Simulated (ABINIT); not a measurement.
Runs of ABINIT 10.8.3 (patched build) on LiCl. It takes space group Fm-3m (No. 225, cubic). Conventional cell: a = 5.130 Å, b = 5.130 Å, c = 5.130 Å, α = 90.00°, β = 90.00°, γ = 90.00°. Cl (site symmetry m-3m) is surrounded by 6 Li at 2.56 Å. Around Li (site symmetry m-3m) lie 6 Cl at 2.56 Å. 

| task | level | potentials or basis | k mesh | cutoff (eV) | fine-grid cutoff | gap on the mesh (eV) | pressure (GPa) | V0 of scaled cells (Å³/atom) | B0 (GPa) |
| --- | --- | --- | --- | --- | --- | --- | --- | --- | --- |
| single point | r2SCAN | JTH PAW PBE v2.0 | 12 × 12 × 12 | 816 | 1414.99 eV | 7.22 | -0.3 | - | - |
| equation of state | PBEsol | PseudoDojo NC SR PBEsol v0.4.1 standard | 9 × 9 × 9 | 1007 | - | - | - | 16.23 | 35 |
| equation of state | BP86+D2 | JTH PAW PBE v2.0 | 9 × 9 × 9 | 680 | 1278.94 eV | - | - | 16.60 | 56 |
| equation of state | PW91 | JTH PAW PBE v2.0 | 9 × 9 × 9 | 680 | 1278.94 eV | - | - | (a) | 34 |
| equation of state | revPBE+D3 | JTH PAW PBE v2.0 | 9 × 9 × 9 | 680 | 1278.94 eV | - | - | 17.06 | 33 |
| band structure | PBEsol | PseudoDojo NC SR PBEsol v0.4 stringent | 9 × 9 × 9 | 1306 | - | 6.13 | -1.3 | - | - |
| equation of state | PBEsol | JTH PAW PBE v2.0 | 9 × 9 × 9 | 680 | 1278.94 eV | - | - | 16.31 | 35 |
| band structure | BLYP | JTH PAW PBE v2.0 | 9 × 9 × 9 | 680 | 1278.94 eV | (b) | 2.0 | - | - |
| single point | r2SCAN | JTH PAW PBE v2.0 | 7 × 7 × 7 | 816 | 1414.99 eV | 7.22 | -0.3 | - | - |

Alike in all rows: no spin polarisation; cell as given; smearing fermi-dirac 0.05 eV.

Problem. Estimate the missing entries.

Solution. (a) 17.09; (b) 6.46.

Caveats: the PAW data sets were made with another functional, which shifts forces and pressure a little (some runs); pressures at fixed basis lie under the slope of the energies (some runs); an odd mesh through Γ misses points on the zone boundary, where band edges often lie (some runs).

Runs at the PBE level aren't shown here.
